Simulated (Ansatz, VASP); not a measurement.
**Two plane-wave programs on BN**

POSCAR

```
BN
1.0
    2.5986335447      0.0000000000      0.0000000000
   -1.2993167724      2.2504826648      0.0000000000
    0.0000000000      0.0000000000      4.2268550000
B N
2 2
Direct
    0.6666666667      0.3333333333      0.9997240000
    0.3333333333      0.6666666667      0.4997240000
    0.6666666667      0.3333333333      0.6252760000
    0.3333333333      0.6666666667      0.1252760000
```

File INCAR.step1:

```
SYSTEM = BN
ALGO = Normal
EDIFF = 1E-4
ENCUT = 520
GGA = PE
ISMEAR = 0
LASPH = .True.
LCHARG = .False.
LREAL = .False.
LWAVE = .True.
NBANDS = 16
NELM = 100
PREC = Accurate
SIGMA = 0.05
```

INCAR.step2

```
SYSTEM = BN
ALGO = Normal
EDIFF = 1E-7
ENCUT = 520
ISIF = 2
ISMEAR = 0
ISTART = 1
LASPH = .True.
LCHARG = .True.
LELF = .True.
LMIXTAU = .True.
LREAL = .False.
LVHAR = .True.
LWAVE = .False.
METAGGA = R2SCAN
NBANDS = 16
NELM = 100
PREC = Accurate
SIGMA = 0.05
```

File KPOINTS:

```
k-points
0
Gamma
  12 12 6
  0 0 0
```

Input for Ansatz:

```yaml
crystal:
  lattice:
    - [2.5986335447, 0.0, 0.0]
    - [-1.2993167724, 2.2504826648, 0.0]
    - [0.0, 0.0, 4.226855]
  atoms:
    - { symbol: B, position: [0.6666666667, 0.3333333333, 0.999724] }
    - { symbol: B, position: [0.3333333333, 0.6666666667, 0.499724] }
    - { symbol: "N", position: [0.6666666667, 0.3333333333, 0.625276] }
    - { symbol: "N", position: [0.3333333333, 0.6666666667, 0.125276] }
basis:
  ecutwfc: 500
kpoints:
  mp_grid: { grid: [12, 12, 6] }
hamiltonian:
  xc: r2scan
scf:
  occupations: { method: gaussian, width: 0.05 }
output:
  forces: true
  stress: true
  eigenvalues: true
```

Change from the starting cell: strain +0.0175 x Voigt [1, 1, 0, 0, 0, 0], atoms carried along.

Alike in both runs: task single point; functional r2SCAN; k mesh 12 × 12 × 6; occupations gaussian, width 0.05 eV; no spin polarisation.

```csv
,VASP,Ansatz
version,VASP 6.6.1,Ansatz 0.2.0
potentials or method,"VASP PAW PBE potentials, release 64 (B, N)","scalar-relativistic, plane waves, PAW"
plane-wave cutoff (eV),520,500
valence electrons in the cell,16,16
```

Ansatz gave:

* gap on the k mesh at the Fermi level (eV): 5.85
* least direct gap on the mesh (eV): 8.62
* pressure (GPa): -16.7
* largest component of the traceless stress (GPa): 9.85
* rms of the force components (eV/Å): 0.010

Question: What did VASP give for the same quantities?

Answer: gap on the k mesh at the Fermi level (eV): 5.82; least direct gap on the mesh (eV): 8.60; pressure (GPa): -15.8; largest component of the traceless stress (GPa): 9.91; rms of the force components (eV/Å): 0.011.

Atom by atom the forces differ by 0.001 eV/Å (rms over components).

Caveats: so large a pressure means that the cell lies far from this level's equilibrium, or that cutoff or potentials fall short (VASP); the potentials were made for another functional, which shifts forces and pressure (VASP). A k mesh can miss the band edges.
